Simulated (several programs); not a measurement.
**CdSiP₂ (I-42d) from semi-empirical methods to plane-wave DFT**

Measured values to be reproduced:
- band gap: 2.15 eV (experimental band gap quoted from earlier work; “Uncovering a Vital Band Gap Mechanism of Pnictides”; Literature value; the paper's Table 1 lists 2.2 eV as the experimental gap instead; 2022; pmc:9109059)

An 8-atom cell of CdSiP₂ (I-42d) from a materials database, relaxed with r2SCAN in Ansatz, was computed with several methods. The symmetry is I-42d (No. 122, tetragonal); a = 5.694 Å, c = 10.484 Å in the conventional setting, 21.24 Å³ an atom. Around Cd lie 4 P at 2.57 Å; around Si lie 4 P at 2.26 Å; around P lie 2 Si at 2.26 Å and 2 Cd at 2.57 Å. Calculated for a static, non-magnetic cell.

```cif
data_structure
_symmetry_space_group_name_H-M 'P 1'
_symmetry_Int_Tables_number 1
_cell_length_a 6.6097
_cell_length_b 6.6097
_cell_length_c 6.6097
_cell_angle_alpha 128.975
_cell_angle_beta 128.975
_cell_angle_gamma 75.051
_cell_volume 169.94
loop_
_atom_site_label
_atom_site_type_symbol
_atom_site_fract_x
_atom_site_fract_y
_atom_site_fract_z
_atom_site_occupancy
Cd1 Cd 0.75000 0.25000 0.50000 1
Cd2 Cd 0.00000 0.00000 0.00000 1
Si1 Si 0.50000 0.50000 0.00000 1
Si2 Si 0.25000 0.75000 0.50000 1
P1 P 0.87500 0.82884 0.45384 1
P2 P 0.17116 0.62500 0.04616 1
P3 P 0.37500 0.42116 0.54616 1
P4 P 0.57884 0.12500 0.95384 1
```

Gaps and times are for a single point on this cell; volume and bulk modulus come from each method's own relaxation or energy curve at fixed shape, which is too stiff where a cell has free coordinates or axes. Times are rough, from shared hosts (AMD EPYC 7R13 Processor; AMD EPYC 7R43 64-Core Processor; Arm Neoverse V1), and each method has its own mesh and cell size. A double dagger marks a value from a curve with shape and coordinates held. PM6 (MOPAC), PM7 (MOPAC), GFN1-xTB (tblite), GFN2-xTB (tblite) treat a cluster of cells at its zone centre, which samples few k points: where these miss a band edge, the gap comes out too large for that reason alone. Gaps from k meshes are read at a limited set of points (mesh, symmetry points, PBE's band edges), so each method's own least gap may be somewhat smaller. xTB and the PM methods were fitted mostly to molecules, and can miss a solid's gap by electronvolts. Minimal bases can be far off for gaps. Times of the plane-wave rungs are withheld (a dash), since they come from other jobs, hosts and meshes; the meshes of hybrids and Hartree-Fock don't converge their gaps to the digits shown. GLLB-SC's gap includes the derivative discontinuity. d marks a direct gap, i an indirect one (no mark: not told apart), a dash a value that wasn't computed or didn't pass its checks.

```csv
method,kind,gap (eV),own volume (Å³/atom),bulk modulus (GPa),atoms computed,processor time
PBEsol,semilocal,–,20.91,–,8,–
"light PBE (260 eV, its own mesh)",light plane-wave,1.38 d,–,–,8,3.5 s
GFN1-xTB (tblite),tight binding,2.40,22.16‡,76‡,cluster,4 s
GFN2-xTB (tblite),tight binding,2.35,22.25‡,61‡,cluster,5.8 s
PBE+SOC,semilocal,1.37 d,–,–,8,–
PM7 (MOPAC),semi-empirical,2.05,–,–,cluster,9.6 s
PM6 (MOPAC),semi-empirical,7.02,–,–,cluster,10 s
PBE/SZV (CP2K),small basis,1.98 d,–,–,8,21 s
LDA,semilocal,1.24 d,20.40,–,8,–
PBE,semilocal,1.37 d,21.67,75‡,8,–
PBE/DZVP (CP2K),small basis,1.39 d,21.80‡,74‡,8,53 s
r2SCAN,semilocal,1.61 d,21.24,84‡,8,–
r2SCAN0,hybrid,2.80 d,–,–,8,–
GLLB-SC (GPAW),model potential,2.36,–,–,8,87 s
DDH-PBE0,hybrid,1.84 d,–,–,8,–
HSE06,hybrid,2.01 d,–,–,8,–
PBE0,hybrid,2.67 d,–,–,8,–
```

Against HSE06 (2.01 eV) the nearest gap at the points sampled is that of PBE/SZV (CP2K) (-0.03 eV) and the farthest that of PM6 (MOPAC) (+5.01 eV). HSE06 is only a yardstick of convenience, and nearness to it can be luck.

Volumes against r2SCAN's: PBEsol -1.6 %, LDA -3.9 %, PBE +2.0 %.

Comparison with experiment:
- Band gap, measured 2.15 eV (unstated; set against each method's least gap): light PBE (260 eV, its own mesh) -0.77 eV, GFN1-xTB (tblite) +0.25 eV, GFN2-xTB (tblite) +0.20 eV, PBE+SOC -0.78 eV, PM7 (MOPAC) -0.10 eV, PM6 (MOPAC) +4.87 eV, PBE/SZV (CP2K) -0.17 eV, LDA -0.91 eV, PBE -0.78 eV, PBE/DZVP (CP2K) -0.76 eV, r2SCAN -0.54 eV, r2SCAN0 +0.65 eV, GLLB-SC (GPAW) +0.21 eV, DDH-PBE0 -0.31 eV, HSE06 -0.14 eV, PBE0 +0.52 eV.
The calculations are for a static lattice; samples hold vibrations, temperature and, in optical gaps, excitons. A measured value is shown where most reports agree with it, and only for the quantities listed.

Only the rows marked +SOC include spin-orbit coupling.
